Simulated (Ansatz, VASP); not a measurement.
**One calculation of BN, two programs**

INCAR

```
AGGAC    = 1.0          
AGGAX    = 1.0          
ALDAC    = 0.0          
ALDAX    = 1.0          
ALGO     = Fast           # electronic algorithm
EDIFF    = 1E-7           # SCF threshold, eV
EDIFFG   = -0.01          # ionic threshold
ENCUT    = 600            # plane-wave cutoff, eV
GGA      = B5             # functional
IBRION   = 2              # ionic algorithm
ISIF     = 3              # what is computed and relaxed
ISMEAR   = -1             # smearing method
IVDW     = 12             # dispersion correction
LASPH    = T              # aspherical terms in the spheres
LCHARG   = F              # write CHGCAR
LREAL    = F              # projectors in reciprocal space
LWAVE    = F              # write WAVECAR
NELM     = 100            # most SCF steps
NSW      = 40             # ionic steps
PREC     = Accurate       # precision mode
SIGMA    = 0.05           # smearing width, eV
VDW_A1   = 0.4298       
VDW_A2   = 4.2359       
VDW_S6   = 1.0          
VDW_S8   = 2.6996
```

File KPOINTS:

```
k-points
0
Gamma
  13 13 13
```

File POSCAR:

```
BN
1.0
    0.0000000000      1.8130010000      1.8130010000
    1.8130010000      0.0000000000      1.8130010000
    1.8130010000      1.8130010000      0.0000000000
N B
1 1
Direct
    0.2500000000      0.2500000000      0.2500000000
    0.0000000000      0.0000000000      0.0000000000
```

Contents of input.yaml:

```yaml
crystal:
  lattice:
    - [0.0, 1.813001, 1.813001]
    - [1.813001, 0.0, 1.813001]
    - [1.813001, 1.813001, 0.0]
  atoms:
    - { symbol: "N", position: [0.25, 0.25, 0.25] }
    - { symbol: B, position: [0.0, 0.0, 0.0] }
hamiltonian:
  xc: blyp
  pseudopotentials: { kind: paw }
  dispersion: d3bj
kpoints:
  mp_grid: { grid: [13, 13, 13] }
scf:
  occupations: { method: fermi_dirac, width: 0.05 }
output:
  forces: true
  stress: true
  eigenvalues: true
  write_density: true
  write_potential: true
  elf: true
  volumetric_format: npy
relax:
  f_tol: 0.01
  max_steps: 40
  cell: { stress_tol: 0.05 }
```

The cell is a database's computed one.

Alike in both runs: task relaxation of cell and atoms; functional BLYP; dispersion D3(BJ); k mesh 13 × 13 × 13; occupations fermi-dirac, width 0.05 eV; no spin polarisation.

|  | VASP | Ansatz |
| --- | --- | --- |
| version | VASP 6.6.1 | Ansatz 0.2.0 |
| potentials or method | VASP PAW PBE potentials, release 64 (N, B) | Ansatz PAW |
| plane-wave cutoff (eV) | 600 | 420 |
| valence electrons in the cell | 8 | 8 |

Ansatz gave:

```
gap on the k mesh at the Fermi level, each at its own relaxed structure (eV) : 4.95
relaxed volume (Å³/atom)                                                     : 5.89
relaxed cell length with the largest relative difference (Å)                 : 2.554
energy change over the relaxation (meV/atom)                                 : -1
```

**Question.** Estimate VASP's values.

**Answer.** gap on the k mesh at the Fermi level, each at its own relaxed structure (eV): 4.96; relaxed volume (Å³/atom): 5.88; relaxed cell length with the largest relative difference (Å): 2.553; energy change over the relaxation (meV/atom): -1.

Caveats: the PAW data sets were made with another functional, which shifts forces and pressure a little (VASP); an odd mesh through Γ misses points on the zone boundary, where band edges often lie (VASP); odd divisions of the mesh miss points on the zone boundary, where band edges often lie, so the gap on the mesh can be too wide (Ansatz); the plane-wave basis is chosen anew once the cell has moved, so the energies of steps on either side of that aren't comparable (Ansatz); the pressure holds a Pulay correction of +1.2 GPa for the finite cutoff (Ansatz); the PAW data sets come from PBE, with cores solved anew for the run's functional, which leaves a small shift of forces and pressure (Ansatz). BLYP gaps usually lie below the measured ones, often by a third to a half.
